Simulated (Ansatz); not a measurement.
# AlCu3: the cost of one run

Computed with Ansatz 0.2.0 (DFT PBEsol, scalar-relativistic, plane waves, PAW, unless a step's input says otherwise).

2 further runs of the same task are left out: 2 set aside as unsound or not needed.

## (1) The system as given

The structure is cubic, space group Fm-3m (No. 225). The conventional cell has a = 5.767 Å, b = 5.767 Å, c = 5.767 Å, α = 90.00°, β = 90.00°, γ = 90.00°. Al (site symmetry m-3m) has 8 Cu at 2.50 Å in its first shell of neighbours. Cu (site symmetry m-3m) is surrounded by 8 Cu at 2.50 Å. Cu (site symmetry -43m) has 4 Al at 2.50 Å and 4 Cu at 2.50 Å in its first shell of neighbours.

As a file:

```cif
data_structure
_symmetry_space_group_name_H-M 'P 1'
_symmetry_Int_Tables_number 1
_cell_length_a 4.0778
_cell_length_b 4.0778
_cell_length_c 4.0778
_cell_angle_alpha 60.000
_cell_angle_beta 60.000
_cell_angle_gamma 60.000
_cell_volume 47.95
loop_
_atom_site_label
_atom_site_type_symbol
_atom_site_fract_x
_atom_site_fract_y
_atom_site_fract_z
_atom_site_occupancy
Al1 Al 0.00000 0.00000 0.00000 1
Cu1 Cu 0.50000 0.50000 0.50000 1
Cu2 Cu 0.25000 0.25000 0.25000 1
Cu3 Cu 0.75000 0.75000 0.75000 1
```

It goes back to an entry of the Materials Project, which need not be the stable form.

This cell was relaxed beforehand with the same method: volume 11.99 Å³/atom, gap on the mesh none (metal).

The unstrained cell comes from an earlier run at this level (4 atoms, E(σ→0) -20291.5783 eV, gap none (metal)).

## (2) Strain -1.5 %

Contents of input.yaml:

```yaml
crystal:
  lattice:
    - [-0.0270325357, 2.8672509516, 2.8942834873]
    - [2.8672509516, -0.0270325357, 2.8942834873]
    - [2.8402184159, 2.8402184159, 0.0]
  atoms:
    - { symbol: Al, position: [0.0, 0.0, 0.0] }
    - { symbol: Cu, position: [0.5, 0.5, 0.5] }
    - { symbol: Cu, position: [0.25, 0.25, 0.25] }
    - { symbol: Cu, position: [0.75, 0.75, 0.75] }
basis:
  ecutwfc: 420
kpoints:
  mp_grid: { grid: [16, 16, 16] }
hamiltonian:
  xc: pbesol
scf:
  occupations: { method: gaussian, width: 0.1 }
output:
  forces: true
  stress: true
  eigenvalues: true
relax:
  adjacent_minimum: "off"
  f_tol: 0.008
  max_steps: 40
  cell: { stress_tol: 0.015, fix: [c, angles] }
```

Launch:

```
> ansatz run input.yaml --threads 1 --pin off --max-ram 2560MiB --backend cpu --events-out ev --progress --plain --runs-dir out
```

What time and memory should one allow on 1 thread of Intel Xeon Platinum 8488C (Sapphire Rapids), shared host?

About 6 min, with a peak of 1.5 GiB.
